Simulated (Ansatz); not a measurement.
Si2W:

```
W Si
1.0
     4.61685    0.00000    0.00000
    -2.30843    3.99831    0.00000
     0.00000    0.00000    6.65322
W Si
3 6
Direct
  0.50000 0.00000 0.50000
  0.50000 0.50000 0.83333
  0.00000 0.50000 0.16667
  0.32725 0.16363 0.16667
  0.83637 0.16363 0.83333
  0.16363 0.32725 0.50000
  0.67275 0.83637 0.16667
  0.16363 0.83637 0.83333
  0.83637 0.67275 0.50000
```

Measurements of this composition are mostly on another form, of space group No. 139.

Base run:

| Quantity | Value |
| --- | --- |
| Program | Ansatz 0.2.0 |
| Functional | LDA |
| Potentials or basis | Ansatz PAW |
| Cutoff | 420 eV (not typed: the program's choice for these potentials) |
| k mesh | 5 × 5 × 3 |
| Occupations | fermi-dirac, width 0.05 eV |
| Spin | no spin polarisation |
| Hubbard terms | W d U = 8 eV |

Its results: band gap on the k mesh 1.16 eV, indirect (least direct gap 1.71 eV); pressure -10.1 GPa; largest force 0.021 eV/Å.

**Question.** After a change of settings the same cell gave: band gap on the k mesh 0.62 eV, indirect (least direct gap 1.09 eV); pressure -9.9 GPa; largest force 0.049 eV/Å. Which change was it?
A. hubbard terms from W d U = 8 eV to W d U = 3 eV
B. hubbard terms from W d U = 8 eV to W d U = 5 eV
C. hubbard terms from W d U = 8 eV to none; hubbard projectors from ortho-atomic (the default) to none

**Answer.** A.

Caveats: odd divisions of the mesh miss points on the zone boundary, where band edges often lie, so the gap on the mesh can be too wide; spin-orbit coupling is left out, which moves the levels of the heavy elements; the PAW data sets come from PBE, with cores solved anew for the run's functional, which leaves a small shift of forces and pressure; the U is typed as a test and isn't derived for this compound.
